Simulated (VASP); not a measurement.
# Ag in VASP: relaxation of the atoms with PBE+D3(BJ)

Aim: the relaxation of the atoms of Ag with PBE+D3(BJ).

All numbers are computed with VASP 6.6.1; they aren't measurements. Logs are shortened: lines on timing, memory, paths and dates and some standing lists are left out, and cuts for length are marked.

### Step 1. The structure

The cell holds a slab with vacuum, 4 atoms: a = 2.975 Å, b = 2.975 Å, c = 28.136 Å, α = 90.00°, β = 90.00°, γ = 120.00°.

The cell was built by a generator and needn't be a form met in nature.

### Step 2. Relaxation of the atoms, PBE+D3(BJ)

File INCAR:

```
SYSTEM = Ag
PREC     = Accurate       ! precision mode
ENCUT    = 520            ! plane-wave cutoff, eV
EDIFF    = 1E-7           ! SCF threshold, eV
ISMEAR   = 1              ! smearing method
SIGMA    = 0.1            ! smearing width, eV
LREAL    = .FALSE.        ! projectors in reciprocal space
LASPH    = .TRUE.         ! aspherical terms in the spheres
NELM     = 120            ! most SCF steps
ALGO     = Normal         ! electronic algorithm
ISIF     = 2              ! what is computed and relaxed
LWAVE    = .FALSE.        ! write WAVECAR
LCHARG   = .FALSE.        ! write CHGCAR
LDIPOL   = .TRUE.       
IDIPOL   = 3            
DIPOL    = 0.5 0.5 0.500
GGA      = PE             ! functional
IVDW     = 12             ! dispersion correction
IBRION   = 2              ! ionic algorithm
NSW      = 90             ! ionic steps
EDIFFG   = -0.02          ! ionic threshold
KPAR     = 2
```

File KPOINTS:

```
Automatic mesh
0
G
  13 13 1
  0 0 0
```

File POSCAR:

```
Ag
1.0
    2.9749537400      0.0000000000      0.0000000000
   -1.4874769200      2.5763856000      0.0000000000
    0.0000000000      0.0000000000     28.1360352100
Ag
4
Direct
    0.3333330000      0.6666670000      0.3800675000
    1.0000000000      0.0000000000      0.4600201200
    0.6666660000      0.3333340000      0.5399798800
    0.3333330000      0.6666670000      0.6199325000
```

Potentials or basis: VASP PAW PBE potentials, release 64 (Ag).

Run with:

```
$ cat potpaw_PBE.64/Ag/POTCAR > POTCAR
$ mpirun -np 2 vasp_std > vasp.out
```

OUTCAR:

```text
SYSTEM = Ag
   PREC = Accurate
   ENCUT = 520
   EDIFF = 1E-7
   ISMEAR = 1
   LREAL = .FALSE.
   LASPH = .TRUE.
   NELM = 120
   ISIF = 2
   GGA = PE
   IVDW = 12
   IBRION = 2
   NSW = 90
   EDIFFG = -0.02
 IVDW          = 12

 ion  position               nearest neighbor table
   1  0.333  0.667  0.380-   2 2.83   2 2.83   2 2.83
   2  0.000  0.000  0.460-   1 2.83   1 2.83   1 2.83   3 2.83   3 2.83   3 2.83
   3  0.667  0.333  0.540-   4 2.83   4 2.83   4 2.83   2 2.83   2 2.83   2 2.83
   4  0.333  0.667  0.620-   3 2.83   3 2.83   3 2.83

  LATTYP: Found a hexagonal cell.
 ALAT       =     2.9749537400
 C/A-ratio  =     9.4576378892

  Lattice vectors:

 A1 = (   2.9749537400,   0.0000000000,   0.0000000000)
 A2 = (  -1.4874769200,   2.5763856000,   0.0000000000)
 A3 = (   0.0000000000,   0.0000000000,  28.1360352100)

Analysis of symmetry for initial positions (statically):
=====================================================================
 Subroutine PRICEL returns:
 Original cell was already a primitive cell.

 Routine SETGRP: Setting up the symmetry group for a
 hexagonal supercell.

 Subroutine GETGRP returns: Found 12 space group operations
 (whereof  6 operations were pure point group operations)
 out of a pool of 24 trial point group operations.

The static configuration has the point symmetry C_3v.
 The point group associated with its full space group is D_3d.

Analysis of symmetry for dynamics (positions and initial velocities):
=====================================================================
 Subroutine PRICEL returns:
 Original cell was already a primitive cell.

 Routine SETGRP: Setting up the symmetry group for a
 hexagonal supercell.

 Subroutine GETGRP returns: Found 12 space group operations
 (whereof  6 operations were pure point group operations)
 out of a pool of 24 trial point group operations.

The dynamic configuration has the point symmetry C_3v.
 The point group associated with its full space group is D_3d.

 Subroutine INISYM returns: Found 12 space group operations
 (whereof  6 operations are pure point group operations),
 and found     1 'primitive' translations

----------------------------------------------------------------------------------------

                                     Primitive cell

  volume of cell :     215.6522

[... 98 lines left out ...]
   PSTRESS=    0.0 pullay stress
   NELECT =      44.0000    total number of electrons
   NUPDOWN=      -1.0000    fix difference up-down
   EMIN   =  10.00;   EMAX   =-10.00  energy-range for DOS
   EFERMI =   0.00;   METHOD = LEGACY
   ISMEAR =     1;   SIGMA  =   0.10  broadening in eV -4-tet -1-fermi 0-gaus
   EFERMI_NEDOS =   21; number of points for ismear=-14 and -15
   IALGO  =     38    algorithm
   IMIX   =      4    mixing-type and parameters
     AMIX     =   0.40;   BMIX     =  1.00
     AMIX_MAG =   1.60;   BMIX_MAG =  1.00
  volume/ion in A,a.u.               =      53.91       363.82
  Fermi-wavevector in a.u.,A,eV,Ry     =   0.963772  1.821265 12.637865  0.928857
  Thomas-Fermi vector in A             =   2.093346
   LORBIT       =      0    0 simple, 1 ext, 2 COOP (PROOUT), +10 PAW based schemes
   GGA     = PE    functional components
   LHFCALC =     F    Hartree Fock is set to
   AEXX    =    0.0000 exact exchange contribution
   IVDW    =    12    specifies the selected vdW correction
   LEPSILON=     F    determine dielectric tensor
   LRPA    =     F    only Hartree local field effects (RPA)
 conjugate gradient relaxation of ions
 non-spin polarized calculation
 Methfessel and Paxton  Order N= 1 SIGMA  =   0.10
  energy-cutoff  :      520.00
  volume of cell :      215.65
 maximum number of plane-waves:      5915
 NGX is ok and might be reduce to    24
   NGX = 11   NGY = 11   NGZ =105

--------------------------------------- Ionic step        1  -------------------------------------------

 number of electron      44.0000003 magnetization

 Free energy of the ion-electron system (eV)
  ---------------------------------------------------
  ext. energy  EPLUGINS =         0.00000000
  ---------------------------------------------------
  free energy    TOTEN  =       -10.07806019 eV

  energy without entropy =      -10.07824986  energy(sigma->0) =      -10.07812341

------------------------ aborting loop because EDIFF is reached ----------------------------------------

 Edisp (eV)   -1.74326

 E8    (eV) :    -0.7899
[... 201 lines left out ...]
--------------------------------------- Ionic step        6  -------------------------------------------

 number of electron      43.9999998 magnetization

 dipolmoment           0.000000      0.000000     -0.000000 electrons x Angstroem

------------------------ aborting loop because EDIFF is reached ----------------------------------------

 Edisp (eV)   -1.71876

 E8    (eV) :    -0.7781
[... 33 lines left out ...]
--------------------------------------- Ionic step        7  -------------------------------------------

 number of electron      44.0000000 magnetization

 dipolmoment           0.000000      0.000000      0.000000 electrons x Angstroem

 Free energy of the ion-electron system (eV)
  ---------------------------------------------------
  ext. energy  EPLUGINS =         0.00000000
  ---------------------------------------------------
  free energy    TOTEN  =       -10.12840761 eV

  energy without entropy =      -10.12854829  energy(sigma->0) =      -10.12845450

 E-fermi :  -0.3615     XC(G=0):  -4.5427

 val. band max:       -0.4597259653   @ k =   0.2308   0.1538   0.0000
 cond. band min:      -0.3484680765   @ k =   0.1538  -0.0000   0.0000
 fundamental gap:      0.1112578889
 Fermi energy:        -0.3614738867

 k-point     1 :       0.0000    0.0000    0.0000
  band No.  band energies     occupation
      1      -7.5417      2.00000
      2      -6.6149      2.00000
      3      -6.3078      2.00000
      4      -6.1160      2.00000
      5      -5.1169      2.00000
      6      -5.1169      2.00000
[... 598 lines left out ...]
     25       3.8136      0.00000
     26       4.4341      0.00000

------------------------ aborting loop because EDIFF is reached ----------------------------------------

 vacuum level on the upper side and lower side of the slab       (xc-potential included)        -0.008        -0.008

 Edisp (eV)   -1.71211

 E8    (eV) :    -0.7749

  FORCE on cell =-STRESS in cart. coord.  units (eV):
  Direction    XX          YY          ZZ          XY          YZ          ZX
  --------------------------------------------------------------------------------------
  -------------------------------------------------------------------------------------
  Total      -3.31818    -3.31818    -0.10099     0.00000     0.00000     0.00000
  in kB     -24.65228   -24.65228    -0.75030     0.00000     0.00000     0.00000
  external pressure =      -16.68 kB  Pullay stress =        0.00 kB
[... 19 lines left out ...]
  FREE ENERGIE OF THE ION-ELECTRON SYSTEM (eV)
  ---------------------------------------------------
  free  energy   TOTEN  =       -11.8405149590 eV

  energy  without entropy=      -11.8406556441  energy(sigma->0) =      -11.84056185

 reached required accuracy - stopping structural energy minimisation

 vacuum level on the upper side and lower side of the slab         4.100         4.100
```

OSZICAR:

```text
N       E                     dE             d eps       ncg     rms          rms(c)
DAV:   1     0.276808909324E+03    0.27681E+03   -0.19674E+04  1100   0.141E+03
DAV:   2    -0.306363335905E+00   -0.27712E+03   -0.26781E+03  1334   0.294E+02
DAV:   3    -0.107313252150E+02   -0.10425E+02   -0.96212E+01  1228   0.552E+01
[... 92 lines left out ...]
DAV:   3    -0.101284663290E+02    0.89277E-04   -0.62521E-04  1250   0.217E-01    0.749E-02
DAV:   4    -0.101284162044E+02    0.50125E-04   -0.29013E-04  1142   0.134E-01    0.168E-02
DAV:   5    -0.101284080842E+02    0.81202E-05   -0.23144E-05  1202   0.359E-02    0.504E-03
DAV:   6    -0.101284076103E+02    0.47384E-06   -0.14639E-06  1246   0.720E-03    0.236E-03
DAV:   7    -0.101284076072E+02    0.31851E-08   -0.45758E-07  1098   0.402E-03
   7 F= -.11840515E+02 E0= -.11840562E+02  d E =-.548818E-02
```

CONTCAR:

```text
Ag
   1.00000000000000
     2.9749537400000001    0.0000000000000000    0.0000000000000000
    -1.4874769200000000    2.5763856000000001    0.0000000000000000
     0.0000000000000000    0.0000000000000000   28.1360352099999993
  Ag
     4
Direct
     0.3333330000000032    0.6666669999999968    0.3768779805885122
     0.0000000000000000    0.0000000000000000    0.4590119773110000
     0.6666659999999993    0.3333340000000007    0.5409880226890000
     0.3333330000000032    0.6666669999999968    0.6231220194114877

  0.00000000E+00  0.00000000E+00  0.00000000E+00
  0.00000000E+00  0.00000000E+00  0.00000000E+00
  0.00000000E+00  0.00000000E+00  0.00000000E+00
  0.00000000E+00  0.00000000E+00  0.00000000E+00
```

Run time: 2.8 min. Hardware: 2 MPI ranks of Intel Xeon 6975P-C (Granite Rapids), shared host; peak memory 0.4 GiB.

Results:

```yaml
Free_energy: -11.8405 eV
Energy_gained_by_relaxing: 4.8 meV/atom
Ionic_steps: 7
Largest_force_after_relaxing: 0.013 eV/Å
Band_gap_on_the_k_mesh: none (metal or under the smearing width)
Dispersion_energy_per_atom: -0.428 eV
```

Forces on the atoms (eV/Å):
```
Ag   0.000  0.000  0.013
Ag   0.000  0.000 -0.009
Ag   0.000  0.000  0.009
Ag   0.000  0.000 -0.013
```

Step by step:
```
step  energy change (eV)  largest force (eV/Å)  pressure (GPa)
   1              0.0000                0.2200           -0.96
   2             -0.0042                0.1804           -1.05
   3             -0.0122                0.1485           -1.31
   4             -0.0076                0.3288           -1.74
   5             -0.0137                0.2137           -1.46
   6             -0.0174                0.1237           -1.55
   7             -0.0192                0.0128           -1.67
```

Final structure:
```xyz
4
Lattice="2.9750 0.0000 0.0000 -1.4875 2.5764 0.0000 0.0000 0.0000 28.1360" Properties=species:S:1:pos:R:3 pbc="T T T"
Ag    0.0000    1.7176   10.6039
Ag    0.0000    0.0000   12.9148
Ag    1.4875    0.8588   15.2213
Ag    0.0000    1.7176   17.5322
```

Levels at points of the mesh, in eV from the Fermi level:
| k point | band 20 | band 21 | band 22 | band 23 | band 24 | band 25 |
| --- | --- | --- | --- | --- | --- | --- |
| (0.00, 0.00, 0.00) | -3.26 | -3.15 | -3.02 | -3.02 | -0.74 | 0.55 |
